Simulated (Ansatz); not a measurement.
`FC(F)(F)CBr` + HBr → `BrCBr` + `FC(F)F` at 500 K and 1 bar (substitution at a C–C bond).

Gas-phase electronic energies from Ansatz, PBE0-D4/def2-TZVP geometries. CBS: MP2 limit from def2 TZ/QZ plus the TZ coupled-cluster correction, frozen cores. This one scheme is used for every species. For Br outer-core shells are correlated without core-valence functions, which leaves a few kJ/mol of doubt a bond. Scalar relativity is left out up to krypton.

```csv
species,CCSD(T)/CBS energy (Eh),H − E (kJ/mol),S (J/(mol·K))
`FC(F)(F)CBr`,-2950.00902,153.0,390.7
HBr,-2573.91920,30.5,213.7
`BrCBr`,-5185.88409,99.4,324.9
`FC(F)F`,-338.02896,90.5,290.1
```

H − E and S are ideal-gas, rigid-rotor, harmonic terms from PBE0-D4/def2-TZVP. 1 Eh = 2625.50 kJ/mol, R = 8.31446 J/(mol·K).

Task: By hand: ΔE, ΔH, ΔS and ΔG.

Result: ΔE = (-5185.88409) + (-338.02896) − (-2950.00902) − (-2573.91920) = 0.01517 Eh = 39.8 kJ/mol. Δ(H − E) = 99.4 + 90.5 − 153.0 − 30.5 = 6.4, so ΔH = 46.2 kJ/mol. ΔS = 324.9 + 290.1 − 390.7 − 213.7 = 10.6 J/(mol·K). ΔG = 46.2 − 500 × (10.6)/1000 = 40.9 kJ/mol.

Task: By hand: the equilibrium constant, and the temperature at which ΔG would vanish if ΔH and ΔS stayed fixed.

Result: log₁₀ K = −ΔG/(RT ln 10) = -4.3. ΔG = 0 at ΔH/ΔS = 4358 K, far beyond where these terms or the molecules hold.

The number of gas molecules stays the same, so ΔS is small and ΔH decides. A doubt of 5 kJ/mol in ΔE shifts log₁₀ K by 0.5 here. These are equilibria of isolated gas molecules and say nothing of rates. Largest T1 diagnostic: 0.012 (customary marks: 0.02 for closed shells, 0.045 for open ones).
